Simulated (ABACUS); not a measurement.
The system is Pb.

```xyz
1
Lattice="0.0000 2.4750 2.4750 2.4750 0.0000 2.4750 2.4750 2.4750 0.0000" Properties=species:S:1:pos:R:3 pbc="T T T"
Pb    0.0000    0.0000    0.0000
```

```yaml
Program: ABACUS 3.10.1
Task: relaxation of cell and atoms
Functional: PBE
Potentials_or_basis: PseudoDojo NC SR 0.4.1 PBE standard
Cutoff: 857 eV
Density_cutoff: 3429 eV
Basis: plane waves
k_mesh: 6 × 6 × 6
Occupations: fermi-dirac, width 0.05 eV
Spin: no spin polarisation
```

At the start: pressure 3.4 GPa; volume 30.32 Å³/atom.

Q: How do energy, volume and symmetry change on relaxing?

A: Over 3 steps the energy falls by 23.0 meV/atom and the volume is 32.72 Å³/atom (+7.9 %); space group Fm-3m (No. 225, to 0.05 Å).

The path:
```tsv
step	energy change (eV)	largest force (eV/Å)	pressure (GPa)	volume (Å³)
1	0.0000	0.0000	3.35	30.32
2	-0.0219	0.0000	-0.56	33.30
3	-0.0230	0.0000	0.03	32.72
```

Final structure:
```
Pb
1.0
     0.00000    2.53857    2.53857
     2.53857    0.00000    2.53857
     2.53857    2.53857    0.00000
Pb
1
Direct
  0.00000 0.00000 0.00000
```

Caveat: the k mesh is coarse (spacing up to 0.37 Å⁻¹), so the values aren't converged.
